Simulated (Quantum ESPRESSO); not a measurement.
# MgO (Fm-3m) in Quantum ESPRESSO: a series of runs, part 2 of 2

Quantum ESPRESSO 7.5.

## (3) Dielectric tensor, PBEsol

Contents of pw.in:

```
&CONTROL
  calculation = 'scf'
  prefix = 'pwscf'
  outdir = './tmp'
  pseudo_dir = './pseudo'
  tprnfor = .true.
  tstress = .true.
  disk_io = 'low'
/
&SYSTEM
  ibrav = 0
  nat = 2
  ntyp = 2
  ecutwfc = 84
  nbnd = 14
  occupations = 'smearing'
  smearing = 'fd'
  degauss = 0.00367493
/
&ELECTRONS
  conv_thr = 4d-10
  electron_maxstep = 120
  mixing_beta = 0.5
/
ATOMIC_SPECIES
Mg    24.3050 Mg.upf
O     15.9990 O.upf
CELL_PARAMETERS angstrom
   0.0000000000    2.0970013927    2.0970013927
   2.0970013927    0.0000000000    2.0970013927
   2.0970013927    2.0970013927    0.0000000000
ATOMIC_POSITIONS crystal
Mg     0.0000000000    0.0000000000    0.0000000000
O      0.5000000000    0.5000000000    0.5000000000
K_POINTS automatic
14 14 14 0 0 0
```

Contents of scf2.in:

```
&CONTROL
  calculation = 'scf'
  prefix = 'pwscf'
  outdir = './tmp'
  pseudo_dir = './pseudo'
  tprnfor = .true.
  tstress = .true.
  disk_io = 'low'
/
&SYSTEM
  ibrav = 0
  nat = 2
  ntyp = 2
  ecutwfc = 84
  nbnd = 14
  occupations = 'fixed'
/
&ELECTRONS
  conv_thr = 1d-13
  electron_maxstep = 120
  mixing_beta = 0.5
  startingpot = 'file'
  startingwfc = 'file'
/
ATOMIC_SPECIES
Mg    24.3050 Mg.upf
O     15.9990 O.upf
CELL_PARAMETERS angstrom
   0.0000000000    2.0970013927    2.0970013927
   2.0970013927    0.0000000000    2.0970013927
   2.0970013927    2.0970013927    0.0000000000
ATOMIC_POSITIONS crystal
Mg     0.0000000000    0.0000000000    0.0000000000
O      0.5000000000    0.5000000000    0.5000000000
K_POINTS automatic
14 14 14 0 0 0
```

Contents of ph.in:

```
dielectric of MgO
&INPUTPH
  prefix = 'pwscf'
  outdir = './tmp'
  tr2_ph = 1d-18
  fildyn = 'dyn'
  niter_ph = 90
  alpha_mix(1) = 0.7
  epsil = .true.
  trans = .false.
  zeu = .true.
/
0.0000000000 0.0000000000 0.0000000000
```

Potentials or basis: PseudoDojo 0.4.1 SR PBEsol standard.

Launch:

```console
$ OMP_NUM_THREADS=1 pw.x -in pw.in > pw.out
$ OMP_NUM_THREADS=1 pw.x -in scf2.in > scf2.out
$ OMP_NUM_THREADS=1 ph.x -in ph.in > ph.out
```

pw.out:

```text
This program is part of the open-source Quantum ESPRESSO suite
     for quantum simulation of materials; please cite
[... 9 lines left out ...]
     --------------------
     sticks:   dense  smooth     PW     G-vecs:    dense   smooth      PW
     Sum         733     733    223                12939    12939    2229

     Using Slab Decomposition

     bravais-lattice index     =            0
     lattice parameter (alat)  =       5.6042  a.u.
     unit-cell volume          =     124.4580 (a.u.)^3
     number of atoms/cell      =            2
     number of atomic types    =            2
     number of electrons       =        16.00
     number of Kohn-Sham states=           14
     kinetic-energy cutoff     =      84.0000  Ry
     charge density cutoff     =     336.0000  Ry
     scf convergence threshold =      4.0E-10
     mixing beta               =       0.5000
     number of iterations used =            8  plain     mixing
     Exchange-correlation= PBESOL
                           (   1   4  10   8   0   0   0)

     celldm(1)=   5.604187  celldm(2)=   0.000000  celldm(3)=   0.000000
     celldm(4)=   0.000000  celldm(5)=   0.000000  celldm(6)=   0.000000

     crystal axes: (cart. coord. in units of alat)
               a(1) = (   0.000000   0.707107   0.707107 )
               a(2) = (   0.707107   0.000000   0.707107 )
               a(3) = (   0.707107   0.707107   0.000000 )

     reciprocal axes: (cart. coord. in units 2 pi/alat)
               b(1) = ( -0.707107  0.707107  0.707107 )
               b(2) = (  0.707107 -0.707107  0.707107 )
               b(3) = (  0.707107  0.707107 -0.707107 )

     PseudoPot. # 1 for Mg read from file:
     Mg.upf
     Pseudo is Norm-conserving, Zval = 10.0
     Generated using ONCVPSP code by D. R. Hamann
     Using radial grid of 1510 points,  4 beta functions with:
                l(1) =   0
                l(2) =   0
                l(3) =   1
                l(4) =   1

     PseudoPot. # 2 for O  read from file:
     O.upf
     Pseudo is Norm-conserving + core correction, Zval =  6.0
     Generated using ONCVPSP code by D. R. Hamann
     Using radial grid of  936 points,  5 beta functions with:
                l(1) =   0
                l(2) =   0
                l(3) =   1
                l(4) =   1
                l(5) =   2

     atomic species   valence    mass     pseudopotential
     Mg               10.00    24.30500     Mg( 1.00)
     O                 6.00    15.99900     O ( 1.00)

     48 Sym. Ops., with inversion, found

   Cartesian axes

     site n.     atom                  positions (alat units)
         1        Mg     tau(   1) = (   0.0000000   0.0000000   0.0000000  )
         2        O      tau(   2) = (   0.7071068   0.7071068   0.7071068  )

     number of k points=   104  Fermi-Dirac smearing, width (Ry)=  0.0037

     Number of k-points >= 100: set verbosity='high' to print them.

     Dense  grid:    12939 G-vectors     FFT dimensions: (  36,  36,  36)

     Initial potential from superposition of free atoms

     starting charge      15.9992, renormalised to      16.0000
     Starting wfcs are    9 randomized atomic wfcs +    5 random wfcs

     Self-consistent Calculation

     iteration #  1     ecut=    84.00 Ry     beta= 0.50
     Davidson diagonalization with overlap
     ethr =  1.00E-02,  avg # of iterations =  5.1

     total energy              =    -151.71901956 Ry
     estimated scf accuracy    <       0.35053654 Ry

     iteration #  2     ecut=    84.00 Ry     beta= 0.50
     Davidson diagonalization with overlap
     ethr =  2.19E-03,  avg # of iterations =  2.1

     total energy              =    -151.81476784 Ry
     estimated scf accuracy    <       0.05616851 Ry

     iteration #  3     ecut=    84.00 Ry     beta= 0.50
     Davidson diagonalization with overlap
     ethr =  3.51E-04,  avg # of iterations =  2.1

     total energy              =    -151.82388401 Ry
     estimated scf accuracy    <       0.00288288 Ry

     iteration #  4     ecut=    84.00 Ry     beta= 0.50
     Davidson diagonalization with overlap
     ethr =  1.80E-05,  avg # of iterations =  2.2

     total energy              =    -151.82404136 Ry
     estimated scf accuracy    <       0.00006054 Ry

     iteration #  5     ecut=    84.00 Ry     beta= 0.50
     Davidson diagonalization with overlap
     ethr =  3.78E-07,  avg # of iterations =  2.9

     total energy              =    -151.82405061 Ry
     estimated scf accuracy    <       0.00000211 Ry

     iteration #  6     ecut=    84.00 Ry     beta= 0.50
     Davidson diagonalization with overlap
     ethr =  1.32E-08,  avg # of iterations =  1.9

     total energy              =    -151.82405068 Ry
     estimated scf accuracy    <       0.00000030 Ry

     iteration #  7     ecut=    84.00 Ry     beta= 0.50
     Davidson diagonalization with overlap
     ethr =  1.88E-09,  avg # of iterations =  1.5

     total energy              =    -151.82405068 Ry
     estimated scf accuracy    <       0.00000002 Ry

     iteration #  8     ecut=    84.00 Ry     beta= 0.50
     Davidson diagonalization with overlap
     ethr =  1.52E-10,  avg # of iterations =  2.0

     total energy              =    -151.82405069 Ry
     estimated scf accuracy    <          1.3E-09 Ry

     iteration #  9     ecut=    84.00 Ry     beta= 0.50
     Davidson diagonalization with overlap
     ethr =  7.81E-12,  avg # of iterations =  2.0

     End of self-consistent calculation

     Number of k-points >= 100: set verbosity='high' to print the bands.

     the Fermi energy is    10.4562 ev

!    total energy              =    -151.82405069 Ry
     estimated scf accuracy    <          1.8E-11 Ry
     smearing contrib. (-TS)   =       0.00000000 Ry
     internal energy E=F+TS    =    -151.82405069 Ry

     The total energy is F=E-TS. E is the sum of the following terms:
     one-electron contribution =     -73.69342157 Ry
     hartree contribution      =      41.14589114 Ry
     xc contribution           =     -24.10175457 Ry
     ewald contribution        =     -95.17476569 Ry

     convergence has been achieved in   9 iterations

     Forces acting on atoms (cartesian axes, Ry/au):

     atom    1 type  1   force =     0.00000000    0.00000000   -0.00000000
     atom    2 type  2   force =    -0.00000000   -0.00000000    0.00000000

     Total force =     0.000000     Total SCF correction =     0.000000

     Computing stress (Cartesian axis) and pressure

          total   stress  (Ry/bohr**3)                   (kbar)     P=       22.55
   0.00015329  -0.00000000  -0.00000000           22.55       -0.00       -0.00
  -0.00000000   0.00015329  -0.00000000           -0.00       22.55       -0.00
  -0.00000000  -0.00000000   0.00015329           -0.00       -0.00       22.55

=------------------------------------------------------------------------------=
   JOB DONE.
=------------------------------------------------------------------------------=
```

scf2.out:

```text
This program is part of the open-source Quantum ESPRESSO suite
     for quantum simulation of materials; please cite
[... 9 lines left out ...]
     --------------------
     sticks:   dense  smooth     PW     G-vecs:    dense   smooth      PW
     Sum         733     733    223                12939    12939    2229
[... 127 lines left out ...]
   0.00015331  -0.00000000  -0.00000000           22.55       -0.00       -0.00
  -0.00000000   0.00015331  -0.00000000           -0.00       22.55       -0.00
  -0.00000000   0.00000000   0.00015331           -0.00        0.00       22.55

=------------------------------------------------------------------------------=
   JOB DONE.
=------------------------------------------------------------------------------=
```

ph.out:

```text
This program is part of the open-source Quantum ESPRESSO suite
     for quantum simulation of materials; please cite
         "P. Giannozzi et al., J. Phys.:Condens. Matter 21 395502 (2009);
         "P. Giannozzi et al., J. Phys.:Condens. Matter 29 465901 (2017);
         "P. Giannozzi et al., J. Chem. Phys. 152 154105 (2020);
     in publications or presentations arising from this work. More details at

     IMPORTANT: XC functional enforced from input :
[... 152 lines left out ...]
      E*z (        0.00000        0.00000       -1.97989 )

     INITIALIZATION:

     DIELECTRIC CONSTANT AND EFFECTIVE CHARGES:

      Additional routines

=------------------------------------------------------------------------------=
   JOB DONE.
=------------------------------------------------------------------------------=
```

Run time: 2.4 min. Hardware: 1 thread of Intel Xeon 6975P-C (Granite Rapids), shared host; peak memory 0.08 GiB.

What came out:

```
Free energy                             : -2065.6714 eV
Pressure                                : 2.3 GPa
Band gap on the k mesh                  : 4.79 eV, direct
Electronic dielectric tensor (diagonal) : 3.22
Born charges (mean of the diagonal)     : Mg +1.98; O -1.98 e
```

Levels at points of the mesh, in eV from the valence-band top:
```csv
k point,band 5,band 6,band 7,band 8,band 9,band 10,band 11,band 12
"(0.00, 0.00, 0.00)",-17.20,0.00,0.00,0.00,4.79,15.86,15.86,15.86
"(0.00, 0.00, -0.50)",-15.82,-4.71,-0.66,-0.66,7.85,12.65,16.33,16.33
"(0.00, -0.50, -0.50)",-15.59,-4.15,-1.37,-1.37,9.04,10.04,13.09,19.03
```

Electronic dielectric tensor:
```
3.22 0.00 0.00
0.00 3.22 0.00
0.00 0.00 3.22
```

Born effective charge tensors (e):
atom 1, Mg
```
1.98 0.00 0.00
0.00 1.98 0.00
0.00 0.00 1.98
```
atom 2, O
```
-1.98  0.00  0.00
 0.00 -1.98  0.00
 0.00  0.00 -1.98
```

Caveat: on a mesh that holds Γ this program's dielectric tensor can be off by some percent beyond the error of the mesh.

## (4) How close it comes

Step 2. A measured gap of MgO is 7.83 eV (quoted in “Electronic structure of alkaline earth and post-transition metal oxides”, 2009, arxiv:0908.1581); the calculated 4.79 eV misses it by -3.04 eV. The value is that of PBEsol on a finite k mesh, which can miss the band edges, without temperature or zero-point motion. Semilocal functionals fall short of measured gaps as a rule. The cell is a database's relaxed one, not the measured one, which moves gaps too. Measured high-frequency dielectric constant of MgO: 2.95 (295 K; “Infrared Optical Properties of Ferropericlase (Mg1-xFexO): Experiment and Theory”, 2007, arxiv:0704.2267). This calculation gives 3.22 (+9.0 %).

Step 3. Against the measured gap of MgO, 7.83 eV (quoted in “Electronic structure of alkaline earth and post-transition metal oxides”, 2009, arxiv:0908.1581), the calculated 4.79 eV is off by -3.04 eV. The value is that of PBEsol on a finite k mesh, which can miss the band edges, without temperature or zero-point motion. Semilocal functionals fall short of measured gaps as a rule. The cell is a database's relaxed one, not the measured one, which moves gaps too. A measured high-frequency dielectric constant of MgO is 2.95 (295 K; “Infrared Optical Properties of Ferropericlase (Mg1-xFexO): Experiment and Theory”, 2007, arxiv:0704.2267); the calculated 3.22 misses it by +9.0 %.
